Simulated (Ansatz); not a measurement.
# HgTe (Coloradoite): equation of state with PBE+D4

**What was measured.**

A printed reference work, monograph reports, for a bulk crystal of HgTe: bulk modulus 43 GPa.

Crystal: HgTe (Coloradoite).

```
CELL_PARAMETERS angstrom
0.00000 3.21450 3.21450
3.21450 0.00000 3.21450
3.21450 3.21450 0.00000
ATOMIC_POSITIONS crystal
Hg 0.00000 0.00000 0.00000
Te 0.75000 0.75000 0.75000
```

```yaml
Program: Ansatz 0.2.0
Task: equation of state
Functional: PBE
Dispersion: D4
Potentials_or_basis: Ansatz PAW
Cutoff: 420 eV
Density_cutoff: 1680 eV
k_mesh: 7 × 7 × 7
Occupations: fermi-dirac, width 0.05 eV
Spin: no spin polarisation
```

The equilibrium volume is 35.03 Å³/atom, the bulk modulus is 40 GPa and the pressure derivative of the bulk modulus is 5.2.

Energy against volume, from the lowest point:
| volume (Å³/atom) | energy (meV/atom) |
| --- | --- |
| 31.223 | 65.53 |
| 31.887 | 42.72 |
| 32.551 | 25.41 |
| 33.215 | 13.00 |
| 33.880 | 4.95 |
| 34.544 | 0.75 |
| 35.208 | 0.00 |

All runs of the series together: 13 s on 2 threads of Arm Neoverse V1 (shared host).

Measured bulk modulus of HgTe: 43 GPa (a printed reference work, monograph). This calculation gives 40 GPa (-6.7 %). The fit is for a static lattice scaled at fixed shape and fixed fractional positions.

The run has no spin-orbit coupling, so splittings on Hg, Te are missing.
